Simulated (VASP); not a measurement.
# BP (F-43m) in VASP: notebook

The runs below take BP through dielectric tensor, G0W0 quasiparticle levels, with LDA, PBE.

All numbers are computed with VASP 6.6.1; they aren't measurements. Logs are shortened: lines on timing, memory, paths and dates and some standing lists are left out, and cuts for length are marked.

### 1 The crystal as given

It takes space group F-43m (No. 216, cubic). Conventional cell: a = 4.538 Å, b = 4.538 Å, c = 4.538 Å, α = 90.00°, β = 90.00°, γ = 90.00°. Around P (site symmetry -43m) lie 4 B at 1.97 Å. Around B (site symmetry -43m) lie 4 P at 1.97 Å.

### 2 Dielectric tensor, LDA

File INCAR:

```
SYSTEM = BP
PREC = Accurate ; ENCUT = 500
EDIFF = 1E-8 ; ISMEAR = 0
SIGMA = 0.01 ; LREAL = .FALSE.
LASPH = .TRUE. ; NELM = 100
ALGO = Normal ; ISIF = 2
LWAVE = .FALSE. ; LCHARG = .FALSE.
LEPSILON = .TRUE.
```

File KPOINTS:

```
Automatic mesh
0
G
  10 10 10
  0 0 0
```

File POSCAR:

```
BP
1.0
    0.0000000000      2.2690000000      2.2690000000
    2.2690000000      0.0000000000      2.2690000000
    2.2690000000      2.2690000000      0.0000000000
P B
1 1
Direct
    0.7500000000      0.7500000000      0.7500000000
    0.0000000000      0.0000000000      0.0000000000
```

Potentials or basis: VASP PAW LDA potentials, release 64 (P, B).

Started as:

```sh
cat potpaw_LDA.64/P/POTCAR potpaw_LDA.64/B/POTCAR > POTCAR
mpirun -np 1 vasp_std > vasp.out
```

OUTCAR:

```text
SYSTEM = BP
   PREC = Accurate
   ENCUT = 500
   EDIFF = 1E-8
   ISMEAR = 0
   LREAL = .FALSE.
   LASPH = .TRUE.
   NELM = 100
   ISIF = 2
   LEPSILON = .TRUE.

 Found     47 irreducible k-points:

 Following reciprocal coordinates:
            Coordinates               Weight
  0.000000  0.000000  0.000000      1.000000
  0.100000  0.000000  0.000000      8.000000
  0.200000  0.000000  0.000000      8.000000
  0.300000  0.000000  0.000000      8.000000
  0.400000  0.000000  0.000000      8.000000
  0.500000  0.000000  0.000000      4.000000
   k-points           NKPTS =     47   k-points in BZ     NKDIM =     47   number of bands    NBANDS=      8
   number of dos      NEDOS =    301   number of ions     NIONS =      2
   total plane-waves  NPLWV =  13824
   dimension x,y,z NGX =    24 NGY =   24 NGZ =   24
   dimension x,y,z NGXF=    48 NGYF=   48 NGZF=   48
   ions per type =               1   1
   NGX,Y,Z   is equivalent  to a cutoff of  12.43, 12.43, 12.43 a.u.
   NGXF,Y,Z  is equivalent  to a cutoff of  24.87, 24.87, 24.87 a.u.
 SYSTEM =  BP
   PREC   = accura    normal or accurate (medium, high low for compatibility)
   ISTART =      0    job   : 0-new  1-cont  2-samecut
   ICHARG =      2    charge: 1-file 2-atom 10-const
   ISPIN  =      1    spin polarized calculation?
   LNONCOLLINEAR =      F non collinear calculations
   LSORBIT =      F    spin-orbit coupling
   LASPH  =      T    aspherical Exc in radial PAW
   ENCUT  =  500.0 eV  36.75 Ry    6.06 a.u.   5.85  5.85  5.85*2*pi/ulx,y,z
   NELM   =    100;   NELMIN=  2; NELMDL= -5     # of ELM steps
   EDIFF  = 0.1E-07   stopping-criterion for ELM
   LREAL  =      F    real-space projection
   EDIFFG = 0.1E-06   stopping-criterion for IOM
   NSW    =      0    number of steps for IOM
   IBRION =     -1    ionic relax: 0-MD 1-quasi-New 2-CG
   NFREE  =      0    steps in history (QN), initial steepest desc. (CG)
   ISIF   =      2    stress and relaxation
   ISYM   =      2    0-nonsym 1-usesym 2-fastsym
   POTIM  = 0.5000    time-step for ionic-motion
   TEBEG  =    0.0;   TEEND  =   0.0 temperature during run
   PSTRESS=    0.0 pullay stress
   NELECT =       8.0000    total number of electrons
   NUPDOWN=      -1.0000    fix difference up-down
   EMIN   =  10.00;   EMAX   =-10.00  energy-range for DOS
   EFERMI =   0.00;   METHOD = LEGACY
   ISMEAR =     0;   SIGMA  =   0.01  broadening in eV -4-tet -1-fermi 0-gaus
   EFERMI_NEDOS =   21; number of points for ismear=-14 and -15
   IALGO  =     38    algorithm
   IMIX   =      4    mixing-type and parameters
     AMIX     =   0.40;   BMIX     =  1.00
     AMIX_MAG =   1.60;   BMIX_MAG =  1.00
  volume/ion in A,a.u.               =      11.68        78.83
  Fermi-wavevector in a.u.,A,eV,Ry     =   1.145320  2.164342 17.847562  1.311759
  Thomas-Fermi vector in A             =   2.282009
   LORBIT       =      0    0 simple, 1 ext, 2 COOP (PROOUT), +10 PAW based schemes
   GGA     = CA    functional components
   LHFCALC =     F    Hartree Fock is set to
   AEXX    =    0.0000 exact exchange contribution
   IVDW    =     0    specifies the selected vdW correction
   LEPSILON=     T    determine dielectric tensor
   LRPA    =     F    only Hartree local field effects (RPA)
 non-spin polarized calculation
 Gauss-broadening in eV      SIGMA  =   0.01
  energy-cutoff  :      500.00
  volume of cell :       23.36
 maximum number of plane-waves:       609
   NGX = 11   NGY = 11   NGZ = 11

--------------------------------------- Ionic step        1  -------------------------------------------

 number of electron       8.0000000 magnetization

 E-fermi :   7.5204     XC(G=0): -11.0880

 val. band max:        7.4060197097   @ k =   0.0000   0.0000   0.0000
 cond. band min:       8.5936873476   @ k =   0.4000   0.4000   0.0000
 fundamental gap:      1.1876676379
 Fermi energy:         7.5204318502

 k-point     1 :       0.0000    0.0000    0.0000
  band No.  band energies     occupation
      1      -7.9841      2.00000
      2       7.4060      2.00000
      3       7.4060      2.00000
      4       7.4060      2.00000
      5      10.7845      0.00000
      6      10.7845      0.00000
      7      10.7845      0.00000
      8      14.7748      0.00000

 k-point     2 :       0.1000    0.0000    0.0000
  band No.  band energies     occupation
      1      -7.8041      2.00000
      2       6.1144      2.00000
      3       7.1125      2.00000
      4       7.1125      2.00000
      5      11.1906      0.00000
      6      11.1906      0.00000
      7      11.2116      0.00000
      8      15.2819      0.00000

 k-point     3 :       0.2000    0.0000    0.0000
  band No.  band energies     occupation
      1      -7.2710      2.00000
      2       3.7836      2.00000
      3       6.5561      2.00000
      4       6.5561      2.00000
      5      11.4137      0.00000
      6      11.9055      0.00000
      7      11.9055      0.00000
      8      16.3943      0.00000

 k-point     4 :       0.3000    0.0000    0.0000
  band No.  band energies     occupation
      1      -6.4140      2.00000
      2       1.4306      2.00000
      3       6.0697      2.00000
      4       6.0697      2.00000
      5      11.3329      0.00000
      6      12.2313      0.00000
      7      12.2313      0.00000
      8      17.2250      0.00000

 k-point     5 :       0.4000    0.0000    0.0000
  band No.  band energies     occupation
      1      -5.3442      2.00000
      2      -0.5888      2.00000
      3       5.7617      2.00000
      4       5.7617      2.00000
      5      11.2277      0.00000
      6      12.1609      0.00000
      7      12.1609      0.00000
      8      17.3704      0.00000

 k-point     6 :       0.5000    0.0000    0.0000
  band No.  band energies     occupation
      1      -4.6526      2.00000
      2      -1.6037      2.00000
      3       5.6577      2.00000
      4       5.6577      2.00000
      5      11.1866      0.00000
      6      12.0853      0.00000
      7      12.0853      0.00000
      8      17.3263      0.00000

 [... further k-points ...]

  FORCE on cell =-STRESS in cart. coord.  units (eV):
  Direction    XX          YY          ZZ          XY          YZ          ZX
  --------------------------------------------------------------------------------------
  -------------------------------------------------------------------------------------
  Total       -0.7749841     -0.7749841     -0.7749841      0.0000000     -0.0000000      0.0000000
  in kB      -53.1459154    -53.1459154    -53.1459154      0.0000000     -0.0000000      0.0000000
  external PRESSURE =     -53.1459154 kB  Pullay stress =       0.0000000 kB

 VOLUME and BASIS-vectors are now :
 -----------------------------------------------------------------------------
  energy-cutoff  :      500.00
  volume of cell :       23.36
      direct lattice vectors                 reciprocal lattice vectors
     0.000000000  2.269000000  2.269000000    -0.220361393  0.220361393  0.220361393
     2.269000000  0.000000000  2.269000000     0.220361393 -0.220361393  0.220361393
     2.269000000  2.269000000  0.000000000     0.220361393  0.220361393 -0.220361393

 POSITION                                       TOTAL-FORCE (eV/Angst)
 -----------------------------------------------------------------------------------
      3.40350      3.40350      3.40350        -0.000000     -0.000000      0.000000
      0.00000      0.00000      0.00000         0.000000      0.000000     -0.000000
 -----------------------------------------------------------------------------------
    total drift:                               -0.000000     -0.000000     -0.000000

  FREE ENERGIE OF THE ION-ELECTRON SYSTEM (eV)
  ---------------------------------------------------
  free  energy   TOTEN  =       -14.3868026520 eV

  energy  without entropy=      -14.3868026520  energy(sigma->0) =      -14.38680265

 HEAD OF MICROSCOPIC STATIC DIELECTRIC TENSOR (INDEPENDENT PARTICLE, excluding Hartree and local field effects)
 ------------------------------------------------------
           9.749004     0.000000     0.000000
          -0.000000     9.749004    -0.000000
          -0.000000    -0.000000     9.749004
 ------------------------------------------------------

 Free energy of the ion-electron system (eV)
  ---------------------------------------------------
  ---------------------------------------------------
  free energy    TOTEN  =        -0.56629213 eV

  energy without entropy =       -0.56629213

------------------------ aborting loop because EDIFF is reached ----------------------------------------

--------------------------------------- Ionic step        2  -------------------------------------------

------------------------ aborting loop because EDIFF is reached ----------------------------------------

--------------------------------------- Ionic step        3  -------------------------------------------

 Free energy of the ion-electron system (eV)
  ---------------------------------------------------
  ---------------------------------------------------
  free energy    TOTEN  =        -0.56629239 eV

  energy without entropy =       -0.56629239

------------------------ aborting loop because EDIFF is reached ----------------------------------------

 PIEZOELECTRIC TENSOR FIELD DIRECTION 3  (e Angst)
 -----------------------------------------------------------------------------
    -0.00058 -0.17439  0.00000           ( -0.00000 -0.07758  0.00000)
    -0.17439 -0.00058  0.00000           ( -0.07758 -0.00000  0.00000)
     0.00000  0.00000  0.00010           (  0.00000  0.00000 -0.00000)

 PIEZOELECTRIC TENSOR FIELD DIRECTION 3  (C/m^2)
 -----------------------------------------------------------------------------
    -0.00040 -0.11959  0.00000
    -0.11959 -0.00040  0.00000
     0.00000  0.00000  0.00007

 MACROSCOPIC STATIC DIELECTRIC TENSOR (including local field effects in DFT)
 ------------------------------------------------------
           9.293629     0.000000    -0.000000
           0.000000     9.293629     0.000000
          -0.000000     0.000000     9.293629
 ------------------------------------------------------

 PIEZOELECTRIC TENSOR (including local field effects)  for field in x, y, z        (e  Angst)
          XX          YY          ZZ          XY          YZ          ZX
  --------------------------------------------------------------------------------
  x     0.00000     0.00000    -0.00000     0.00000    -0.17016     0.00000
  y     0.00000    -0.00000     0.00000     0.00000     0.00000    -0.17016
  z     0.00000     0.00000     0.00000    -0.17016     0.00000     0.00000

 PIEZOELECTRIC TENSOR (including local field effects)  for field in x, y, z        (C/m^2)
          XX          YY          ZZ          XY          YZ          ZX
  --------------------------------------------------------------------------------
  x     0.00000     0.00000    -0.00000     0.00000    -0.11669     0.00000
  y     0.00000    -0.00000     0.00000     0.00000     0.00000    -0.11669
  z     0.00000     0.00000     0.00000    -0.11669     0.00000     0.00000

 BORN EFFECTIVE CHARGES (including local field effects) (in |e|, cummulative output)
 ---------------------------------------------------------------------------------
 ion    1
    1     0.51925     0.00000     0.00000
    2     0.00000     0.51925     0.00000
    3     0.00000     0.00000     0.51925
 ion    2
    1    -0.51925     0.00000     0.00000
    2     0.00000    -0.51925     0.00000
    3     0.00000     0.00000    -0.51925
```

It took 76 s on 1 thread of Intel Xeon Platinum 8259CL at 2.50GHz (Skylake/Cascade Lake), shared host; peak memory 0.19 GiB.

The run converged, but some of its settings lie outside the range that counts as converged, so its numbers aren't taken as properties of the crystal.

What came out:

- Band gap on the k mesh: 1.19 eV, indirect (least direct gap 3.38 eV)
- Electronic dielectric tensor (diagonal): 9.29
- Born charges (mean of the diagonal): P +0.52; B -0.52 e

### 3 G0W0 quasiparticle levels, PBE

POSCAR is that of step 2.

File INCAR.step1:

```
PREC = Accurate
ENCUT = 450
EDIFF = 1E-8
ISMEAR = 0
SIGMA = 0.01
LREAL = F
LASPH = T
NELM = 100
ALGO = Fast
LWAVE = T
LCHARG = F
GGA = PE
```

File INCAR.step2:

```
PREC = Accurate
ENCUT = 450
EDIFF = 1E-8
ISMEAR = 0
SIGMA = 0.01
LREAL = F
LASPH = T
NELM = 1
ALGO = Exact
LWAVE = T
LCHARG = F
GGA = PE
NBANDS = 97
LOPTICS = T
ISTART = 1
```

File INCAR.step3:

```
PREC = Accurate
ENCUT = 450
EDIFF = 1E-8
ISMEAR = 0
SIGMA = 0.01
LREAL = F
LASPH = T
ALGO = EVGW0
LWAVE = F
LCHARG = F
GGA = PE
NELMGW = 1
NBANDS = 97
ENCUTGW = 200
NOMEGA = 48
PRECFOCK = Fast
ISTART = 1
NBANDSGW = 12
```

File KPOINTS:

```
regular mesh
0
Gamma
  5 5 5
```

Potentials or basis: VASP PAW PBE potentials, release 64 (P_GW, B_GW).

Started as:

```sh
cat potpaw_PBE.64/P_GW/POTCAR potpaw_PBE.64/B_GW/POTCAR > POTCAR
cp INCAR.step1 INCAR
mpirun -np 1 vasp_std > vasp.out
cp INCAR.step2 INCAR
mpirun -np 1 vasp_std > vasp.out
cp INCAR.step3 INCAR
mpirun -np 1 vasp_std > vasp.out
```

OUTCAR:

```text
PREC = Accurate
   ENCUT = 450
   EDIFF = 1E-8
   ISMEAR = 0
   LREAL = F
   LASPH = T
   GGA = PE
   NELMGW = 1
   ENCUTGW = 200
   PRECFOCK = Fast
   ISTART = 1

 Found     10 irreducible k-points:

 Following reciprocal coordinates:
            Coordinates               Weight
  0.000000  0.000000  0.000000      1.000000
[... 87 lines left out ...]
      2       7.1466       6.5852     -14.0221     -13.3070     -15.0360       0.7851       2.0000       0.0788
      3       7.1466       6.5852     -14.0221     -13.3070     -15.0360       0.7851       2.0000       0.0788
      4       7.1466       6.5852     -14.0221     -13.3070     -15.0360       0.7851       2.0000       0.0788
      5      10.5455      10.9071     -11.6138     -12.0759      -7.0710       0.7825       0.0000      -0.0692
      6      10.5455      10.9071     -11.6138     -12.0759      -7.0710       0.7825       0.0000      -0.0692
      7      10.5455      10.9071     -11.6138     -12.0759      -7.0710       0.7825       0.0000      -0.0692
      8      14.5222      14.8735     -12.2930     -12.7596      -6.1785       0.7529       0.0000      -0.1707
      9      18.6677      18.5890      -9.5492      -9.4482      -3.3479       0.7792       0.0000      -0.3513
     10      19.1618      19.6318     -11.1477     -11.7575      -4.9638       0.7708       0.0000      -0.2958
     11      19.1618      19.6318     -11.1477     -11.7575      -4.9638       0.7708       0.0000      -0.2958
     12      22.8253      22.9651      -9.7577      -9.9387      -2.8100       0.7724       0.0000      -0.7769
[... 68 lines left out ...]
      1      -4.5287      -5.3127     -13.7067     -12.6216     -19.5210       0.7224       2.0000       0.8358
      2      -1.2465      -2.0584     -13.1089     -11.9851     -17.4443       0.7225       2.0000       0.3749
      3       2.6054       1.8545     -13.3637     -12.3692     -15.9043       0.7550       2.0000       0.1348
      4       4.6583       3.9763     -13.6974     -12.8114     -15.5621       0.7698       2.0000       0.0963
      5      10.4688      10.7216     -10.8566     -11.1771      -6.1687       0.7889       0.0000      -0.0803
      6      13.7764      14.2081     -11.3968     -11.9605      -5.7816       0.7659       0.0000      -0.1377
      7      14.1187      14.4527     -11.7294     -12.1656      -6.1283       0.7657       0.0000      -0.1408
      8      17.3006      17.7257     -11.5051     -12.0751      -4.7380       0.7459       0.0000      -0.3195
      9      18.6029      18.9153     -11.2246     -11.6378      -4.5675       0.7561       0.0000      -0.3640
     10      19.4587      19.8203     -11.1324     -11.6036      -4.5568       0.7674       0.0000      -0.4132
     11      23.8643      23.9368      -9.9303     -10.0248      -3.0005       0.7671       0.0000      -0.6682
     12      25.7595      26.2150     -11.9735     -12.5911      -3.7352       0.7374       0.0000      -0.9838

 [... further k-points ...]
```

OUTCAR.step2:

```text
PREC = Accurate
   ENCUT = 450
   EDIFF = 1E-8
   ISMEAR = 0
   LREAL = F
[... 561 lines left out ...]
     0.00000    11.78959    11.78959    11.78959    -0.00000    -0.00000     0.00000
     1.78009    13.17627    13.17627    13.17627    -0.00000    -0.00000     0.00000
     3.56017    12.93001    12.93001    12.93001    -0.00000    -0.00000     0.00000
     5.34026    30.26746    30.26746    30.26746    -0.00000    -0.00000     0.00000
     7.12034   -10.92562   -10.92562   -10.92562     0.00000     0.00000    -0.00000
     8.90043    -1.62962    -1.62962    -1.62962     0.00000    -0.00000    -0.00000
[... 92 lines left out ...]
   174.44838     0.98309     0.98309     0.98309     0.00000     0.00000    -0.00000
   176.22847     0.98345     0.98345     0.98345     0.00000     0.00000    -0.00000
```

Run time: 66 s. Hardware: 1 thread of Intel Xeon Platinum 8488C (Sapphire Rapids), shared host; peak memory 0.3 GiB.

The run converged, but some of its settings lie outside the range that counts as converged, so its numbers aren't taken as properties of the crystal.

What came out:

```
Band gap on the k mesh, mean-field level : 1.24 eV, indirect (least direct gap 3.40 eV)
Quasiparticle gap                        : 1.94 eV
Least direct quasiparticle gap           : 4.32 eV
```

Caveat: the k mesh is coarse (spacing up to 0.48 Å⁻¹), so the values aren't converged; bands, screening cutoff and mesh are small and nothing is extrapolated, so the quasiparticle values aren't converged; an odd mesh through Γ misses points on the zone boundary, where band edges often lie.

[end of part 1 of 2]
